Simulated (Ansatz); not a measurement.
# TiO2: the cost of one run

Program: Ansatz 0.2.0. Level of theory: DFT PBE, scalar-relativistic, plane waves, PAW. These are calculated values, not measurements.

**1. The system as given**

Symmetry: C2/c, No. 15, monoclinic system. Conventional cell: a = 5.412 Å, b = 5.413 Å, c = 5.472 Å, α = 90.00°, β = 118.77°, γ = 90.00°. Ti (site symmetry 2) is surrounded by 6 O at 1.93 to 2.00 Å. O (site symmetry 1) is surrounded by 3 Ti at 1.93 to 2.00 Å.

Cell or atoms stand a little off a more symmetric structure (I4_1/amd at a tolerance of 0.3 Å), so results at this geometry aren't those of that ideal crystal.

As a file:

```xyz
48
Lattice="2.6335 -5.4133 -4.7966 2.6335 5.4133 -4.7966 10.8241 0.0000 0.0000" Properties=species:S:1:pos:R:3 pbc="T T T"
Ti    4.6812   -3.4326   -3.5975
Ti    4.6812    1.9807   -3.5975
Ti    7.3872   -0.7260   -3.5975
Ti   10.0207   -0.7260   -8.3941
Ti   10.0933    1.9807   -3.5975
Ti   10.0933   -3.4326   -3.5975
Ti    4.6087   -0.7260   -8.3941
Ti    1.9751   -0.7260   -3.5975
Ti    5.9979   -1.9807   -5.9958
Ti    5.9979    3.4326   -5.9958
Ti    8.7040    0.7260   -5.9958
Ti    6.0705    0.7260   -1.1992
Ti   11.4100    3.4326   -5.9958
Ti   11.4100   -1.9807   -5.9958
Ti    0.6584    0.7260   -1.1992
Ti    3.2919    0.7260   -5.9958
O     4.6466   -0.6563   -6.3932
O     2.0130   -0.6563   -1.5966
O     7.3526    2.0504   -6.3932
O     7.3526   -3.3629   -6.3932
O     7.4251   -0.6563   -1.5966
O    10.0586   -0.6563   -6.3932
O    12.7647   -3.3629   -6.3932
O    12.7647    2.0504   -6.3932
O     8.6661    0.6563   -7.9967
O     6.0326    0.6563   -3.2001
O     8.7386   -2.0504   -3.2001
O     8.7386    3.3629   -3.2001
O    11.4446    0.6563   -3.2001
O    14.0782    0.6563   -7.9967
O     3.3265    3.3629   -3.2001
O     3.3265   -2.0504   -3.2001
O     7.3493   -0.6563   -5.5984
O     4.7158   -0.6563   -0.8018
O    10.0554    2.0504   -5.5984
O    10.0554   -3.3629   -5.5984
O    10.1279   -0.6563   -0.8018
O    12.7614   -0.6563   -5.5984
O     4.6433   -3.3629   -5.5984
O     4.6433    2.0504   -5.5984
O     5.9633    0.6563   -8.7915
O     3.3298    0.6563   -3.9949
O     6.0358   -2.0504   -3.9949
O     6.0358    3.3629   -3.9949
O     8.7419    0.6563   -3.9949
O    11.3754    0.6563   -8.7915
O    11.4479    3.3629   -3.9949
O    11.4479   -2.0504   -3.9949
```

The runs take a perfect supercell of 48 atoms; the defect goes to fractional position (0.692, 0.058, 0.250).

**2. The perfect supercell**

Input file input.yaml:

```yaml
crystal:
  lattice:
    - [2.633531, -5.41331, -4.796637]
    - [2.633531, 5.41331, -4.796637]
    - [10.824136, 0.0, 0.0]
  atoms:
    - { symbol: Ti, position: [0.692055, 0.057945, 0.25] }
    - { symbol: Ti, position: [0.192055, 0.557945, 0.25] }
    - { symbol: Ti, position: [0.442055, 0.307945, 0.5] }
    - { symbol: Ti, position: [0.942055, 0.807945, 0.5] }
    - { symbol: Ti, position: [0.192055, 0.557945, 0.75] }
    - { symbol: Ti, position: [0.692055, 0.057945, 0.75] }
    - { symbol: Ti, position: [0.942055, 0.807945, 0.0] }
    - { symbol: Ti, position: [0.442055, 0.307945, 0.0] }
    - { symbol: Ti, position: [0.807945, 0.442055, 0.25] }
    - { symbol: Ti, position: [0.307945, 0.942055, 0.25] }
    - { symbol: Ti, position: [0.557945, 0.692055, 0.5] }
    - { symbol: Ti, position: [0.057945, 0.192055, 0.5] }
    - { symbol: Ti, position: [0.307945, 0.942055, 0.75] }
    - { symbol: Ti, position: [0.807945, 0.442055, 0.75] }
    - { symbol: Ti, position: [0.057945, 0.192055, 0.0] }
    - { symbol: Ti, position: [0.557945, 0.692055, 0.0] }
    - { symbol: O, position: [0.727042, 0.605809, 0.104994] }
    - { symbol: O, position: [0.227042, 0.105809, 0.104994] }
    - { symbol: O, position: [0.477042, 0.855809, 0.354994] }
    - { symbol: O, position: [0.977042, 0.355809, 0.354994] }
    - { symbol: O, position: [0.227042, 0.105809, 0.604994] }
    - { symbol: O, position: [0.727042, 0.605809, 0.604994] }
    - { symbol: O, position: [0.977042, 0.355809, 0.854994] }
    - { symbol: O, position: [0.477042, 0.855809, 0.854994] }
    - { symbol: O, position: [0.772958, 0.894191, 0.395006] }
    - { symbol: O, position: [0.272958, 0.394191, 0.395006] }
    - { symbol: O, position: [0.522958, 0.144191, 0.645006] }
    - { symbol: O, position: [0.022958, 0.644191, 0.645006] }
    - { symbol: O, position: [0.272958, 0.394191, 0.895006] }
    - { symbol: O, position: [0.772958, 0.894191, 0.895006] }
    - { symbol: O, position: [0.022958, 0.644191, 0.145006] }
    - { symbol: O, position: [0.522958, 0.144191, 0.145006] }
    - { symbol: O, position: [0.644191, 0.522958, 0.395006] }
    - { symbol: O, position: [0.144191, 0.022958, 0.395006] }
    - { symbol: O, position: [0.394191, 0.772958, 0.645006] }
    - { symbol: O, position: [0.894191, 0.272958, 0.645006] }
    - { symbol: O, position: [0.144191, 0.022958, 0.895006] }
    - { symbol: O, position: [0.644191, 0.522958, 0.895006] }
    - { symbol: O, position: [0.894191, 0.272958, 0.145006] }
    - { symbol: O, position: [0.394191, 0.772958, 0.145006] }
    - { symbol: O, position: [0.855809, 0.977042, 0.104994] }
    - { symbol: O, position: [0.355809, 0.477042, 0.104994] }
    - { symbol: O, position: [0.605809, 0.227042, 0.354994] }
    - { symbol: O, position: [0.105809, 0.727042, 0.354994] }
    - { symbol: O, position: [0.355809, 0.477042, 0.604994] }
    - { symbol: O, position: [0.855809, 0.977042, 0.604994] }
    - { symbol: O, position: [0.105809, 0.727042, 0.854994] }
    - { symbol: O, position: [0.605809, 0.227042, 0.854994] }
basis:
  ecutwfc: 420
  fft_grid_basis: typed
kpoints:
  mp_grid: { grid: [2, 2, 1] }
hamiltonian:
  xc: pbe
  pseudopotentials: { kind: paw }
scf:
  occupations: { method: gaussian, width: 0.05 }
output:
  forces: true
  stress: false
  eigenvalues: true
  bader: false
  write_density: true
  volumetric_format: npy
```

The run is started by

```bash
$ ansatz run input.yaml --threads 4 --pin off --max-ram 10240MiB --backend cpu --events-out ev --progress --plain --runs-dir out
```

What time and memory should one allow on 4 threads of Arm Neoverse V1, shared host?

About 7.3 s, with a peak of 2 GiB.
